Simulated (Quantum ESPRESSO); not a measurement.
# Nb under changes of volume

One of the cells (18.428 Å³/atom); the others are scaled copies at fixed shape and fractional positions:

```
CELL_PARAMETERS angstrom
-1.66395 1.66395 1.66395
1.66395 -1.66395 1.66395
1.66395 1.66395 -1.66395
ATOMIC_POSITIONS crystal
Nb 0.00000 0.00000 0.00000
```

| Property | Result |
| --- | --- |
| Program | Quantum ESPRESSO 7.5 |
| Functional | LDA |
| Potentials or basis | GBRV 1.5 LDA |
| Cutoff | 612 eV |
| Density cutoff | 4898 eV |
| k mesh | 11 × 11 × 11 |
| Occupations | fermi-dirac, width 0.05 eV |
| Spin | no spin polarisation |

```csv
volume (Å³/atom),energy over the lowest point (meV/atom),pressure (GPa)
17.322,0.00,-1.8
17.691,7.63,-5.5
18.060,?,?
18.428,46.21,-11.9
18.797,76.07,-14.8
19.165,112.24,-17.3
19.534,154.12,-19.6
```

Problem. What does the run at 18.060 Å³/atom give?

Solution. Energy over the lowest point 23.25 meV/atom; pressure -8.8 GPa.

Worked out: A Birch-Murnaghan fit of order 3 (a polynomial in V^(-2/3)) to the other rows has its minimum at 17.18 Å³/atom, just outside them, with B0 = V·E''(V) = 182 GPa (rough, since the energies scatter). It gives 23.24 meV/atom at 18.060 Å³/atom, against the run's 23.25, and -dE/dV = -8.4 GPa, against -8.8.

Energies are extrapolated to zero smearing.
